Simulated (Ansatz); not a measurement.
Runs of Ansatz 0.2.0 on SiNi. It takes space group P2_13 (No. 198, cubic). Conventional cell: a = 4.504 Å, b = 4.504 Å, c = 4.504 Å, α = 90.00°, β = 90.00°, γ = 90.00°. Ni (site symmetry 3) has 7 Si at 2.36 to 2.44 Å as nearest neighbours. Around Si (site symmetry 3) lie 7 Ni at 2.36 to 2.44 Å. The cell is a database's computed one.

| task | level | cell | cutoff (eV) | smearing | points for each segment of the path | gap on the mesh (eV) | pressure (GPa) | moment (μB) | largest force (eV/Å) |
| --- | --- | --- | --- | --- | --- | --- | --- | --- | --- |
| relaxation of cell and atoms | RPBE | relaxed | 420 | fermi-dirac 0.05 eV | - | none | 0.0 | 0.00 | - |
| single point | PBE | as given | 420 | gaussian 0.013 eV | - | none | 1.7 | 0.00 | 0.03 |
| band structure | r2SCAN | as given | 500 | fermi-dirac 0.05 eV | 10 | none | -5.1 | 0.00 | (a) |
| single point | PBE | as given | 420 | gaussian 0.012 eV | - | none | 1.7 | 0.00 | 0.03 |

Alike in all rows: potentials or basis Ansatz PAW; spin collinear, ferromagnetic start; k mesh 6 × 6 × 6.

**Question.** Fill in the values left out.

**Answer.** (a) 0.06.

Caveats: the starting moments weren't kept; the PAW data sets come from PBE, with cores solved anew for the run's functional, which leaves a small shift of forces and pressure (some runs); the plane-wave basis is chosen anew once the cell has moved, so the energies of steps on either side of that aren't comparable (some runs); the magnetic or orbital state may not be the lowest (some runs).

A gap of «none» marks a metal or a gap under the smearing width.
